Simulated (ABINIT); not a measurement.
Wanted: the native input for an ABINIT 10.8.3 (patched build) run.

```yaml
Task: single point
Functional: PBEsol
Potentials_or_basis: PseudoDojo NC SR PBEsol v0.4.1 standard
Cutoff: 1143 eV
k_mesh: 9 × 9 × 9
Occupations: fermi-dirac, width 0.05 eV
Spin: no spin polarisation
```

Crystal: MgS (Niningerite).

```
S Mg
1.0
     0.00000    2.60165    2.60165
     2.60165    0.00000    2.60165
     2.60165    2.60165    0.00000
S Mg
1 1
Direct
  0.50000 0.50000 0.50000
  0.00000 0.00000 0.00000
```

The input as run:

run.abi

```
# Pseudopotentials
pp_dirpath "./"
pseudos "S.upf, Mg.upf"

# Structure
acell 3*1.0 Angstrom
rprim
     0.0000000000     2.6016500000     2.6016500000
     2.6016500000     0.0000000000     2.6016500000
     2.6016500000     2.6016500000     0.0000000000
ntypat 2
znucl 16 12
natom 2
typat 1 2
xred
     0.5000000000     0.5000000000     0.5000000000
     0.0000000000     0.0000000000     0.0000000000

# Plane-wave basis
ecut 1142.878222 eV

# k points
kptopt 1
ngkpt 9 9 9
nshiftk 1
shiftk 0.0 0.0 0.0

# Exchange and correlation
ixc -116133

# Bands and occupations
nband 12
occopt 3
tsmear 0.05 eV

# SCF cycle
nstep 100
tolvrs 1.0e-10

# Output
iomode 3
prtwf 0
prtden 0
prteig 0
prtebands 0
```

Potentials or basis: PseudoDojo NC SR PBEsol v0.4.1 standard.

Launch:

```console
$ abinit run.abi > log 2>&1
```

It gave:

```
Pressure                                              : -0.9 GPa
Band gap on the k mesh                                : 2.83 eV, indirect (least direct gap 3.59 eV)
Valence electrons inside the program's atomic spheres : S 3.96; Mg 8.27
```

Caveat: an odd mesh through Γ misses points on the zone boundary, where band edges often lie.

Run time: 37 s on 1 thread of Intel(R) Xeon(R) Platinum 8488C (Sapphire Rapids), with other jobs on the host, peak memory 0.1 GiB.
